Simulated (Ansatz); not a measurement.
# PbS: relaxation of cell and atoms with r2SCAN+D3(BJ)

The system is PbS.

```
Pb S
1.0
     3.65366    0.00000    0.00000
     0.00000    3.65366    0.00000
     0.00000    0.00000    3.65366
Pb S
1 1
Direct
  0.00000 0.00000 0.00000
  0.50000 0.50000 0.50000
```

Measurements of this composition are mostly on another form, of space group No. 225.

```json
{
  "Program": "Ansatz 0.2.0",
  "Task": "relaxation of cell and atoms",
  "Functional": "r2SCAN",
  "Dispersion": "D3(BJ)",
  "Potentials or basis": "Ansatz PAW",
  "Cutoff": "500 eV (not typed: the program's choice for these potentials)",
  "k mesh": "7 × 7 × 7",
  "Occupations": "fermi-dirac, width 0.05 eV",
  "Spin": "no spin polarisation"
}
```

| Item | Value |
| --- | --- |
| Relaxed volume | 23.62 Å³/atom |
| Relaxed cell | a = 3.615 Å, b = 3.615 Å, c = 3.615 Å, α = 90.00°, β = 90.00°, γ = 90.00° |
| Space group after relaxing (to 0.05 Å) | Pm-3m (No. 221) |
| Energy gained by relaxing | 4.8 meV/atom |
| Ionic steps | 4 |
| Pressure after relaxing | 0.0 GPa |

The path:
| step | energy change (eV) | largest force (eV/Å) | volume (Å³) |
| --- | --- | --- | --- |
| 1 | 0.0000 | 0.0000 | 48.77 |
| 2 | -0.0084 | 0.0000 | 46.65 |
| 3 | -0.0098 | 0.0000 | 47.24 |
| 4 | -0.0096 | 0.0000 | 47.24 |

Final structure:
```
CELL_PARAMETERS angstrom
3.61490 0.00000 0.00000
0.00000 3.61490 0.00000
0.00000 0.00000 3.61490
ATOMIC_POSITIONS crystal
Pb 0.00000 0.00000 0.00000
S 0.50000 0.50000 0.50000
```

Levels at points of the mesh, in eV from the Fermi level:
```
           k point  band 6  band 7  band 8  band 9  band 10  band 11  band 12  band 13  band 14
(0.00, 0.00, 0.00)  -13.91   -6.76   -1.77   -1.77    -1.77     5.92     5.92     7.16     7.16
```

Run time: 5.9 s on 2 threads of Arm Neoverse V2 (shared host), peak memory 0.4 GiB.

Caveat: the plane-wave basis is chosen anew once the cell has moved, so the energies of steps on either side of that aren't comparable; the PAW data sets come from PBE, with cores solved anew for the run's functional, which leaves a small shift of forces and pressure; the dispersion damping was fitted for another functional or another form of the correction. Spin-orbit coupling is left out, which matters for the levels of Pb.
